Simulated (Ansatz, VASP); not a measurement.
## MgO: VASP beside Ansatz

File INCAR:

```
PREC = Accurate
ENCUT = 520
EDIFF = 1E-6
ISMEAR = 0
SIGMA = 0.05
LREAL = F
LASPH = T
NELM = 100
ALGO = Normal
ISIF = 2
LWAVE = F
LCHARG = F
GGA = PS
NBANDS = 16
```

Contents of KPOINTS:

```
Automatic mesh
0
Gamma
  9 9 6
```

POSCAR

```
MgO
1.0
    3.3034677759      0.0000000000      0.0000000000
   -1.6517338880      2.8608870145      0.0000000000
    0.0000000000      0.0000000000      5.0193881071
Mg O
2 2
Direct
    0.3413109589      0.7044171963      0.0036583441
    0.6586890411      0.2955828037      0.5036583441
    0.3259324758      0.6316454330      0.4009416559
    0.6740675242      0.3683545670      0.9009416559
```

Input for Ansatz:

```yaml
crystal:
  lattice:
    - [3.3034677759, 0.0, 0.0]
    - [-1.651733888, 2.8608870145, 0.0]
    - [0.0, 0.0, 5.0193881071]
  atoms:
    - { symbol: Mg, position: [0.3413109589, 0.7044171963, 0.0036583441] }
    - { symbol: Mg, position: [0.6586890411, 0.2955828037, 0.5036583441] }
    - { symbol: O, position: [0.3259324758, 0.631645433, 0.4009416559] }
    - { symbol: O, position: [0.6740675242, 0.368354567, 0.9009416559] }
basis:
  ecutwfc: 520.0
kpoints:
  mp_grid: { grid: [9, 9, 6] }
hamiltonian:
  xc: pbesol
  pseudopotentials: { kind: paw, azcp: { folder: soft_1 } }
scf:
  occupations: { method: gaussian, width: 0.05 }
output:
  forces: true
  stress: true
  eigenvalues: true
```

Change from the starting cell: mode 4 frozen in at -0.036 Å and mode 5 at +0.108 Å (largest displacements).

Alike in both runs: task single point; functional PBEsol; k mesh 9 × 9 × 6; occupations gaussian, width 0.05 eV; no spin polarisation.

```csv
,VASP,Ansatz
version,VASP 6.6.1,Ansatz 0.2.0
potentials or method,"VASP PAW PBE potentials, release 64 (Mg, O)","scalar-relativistic, plane waves, PAW"
plane-wave cutoff (eV),520,520
valence electrons in the cell,16,32
```

```tsv
	VASP	Ansatz	Ansatz less VASP
gap on the k mesh at the Fermi level (eV)	3.27	3.27	+0.005
least direct gap on the mesh (eV)	3.27	3.27	+0.005
pressure (GPa)	-0.5	-0.2	+0.31
largest component of the traceless stress (GPa)	0.45	0.43	-0.019
rms of the force components (eV/Å)	0.190	0.188	-0.0021
```

Atom by atom the forces differ by 0.002 eV/Å (rms over components). The functional is the same, so the differences come from potentials, cutoffs and numerics. The two sets of potentials don't hold the same shells in valence. Ansatz warned: «pseudo_functional_mismatch».

Caveats: the PAW data sets were made with another functional, which shifts forces and pressure a little (VASP); an odd mesh through Γ misses points on the zone boundary, where band edges often lie.
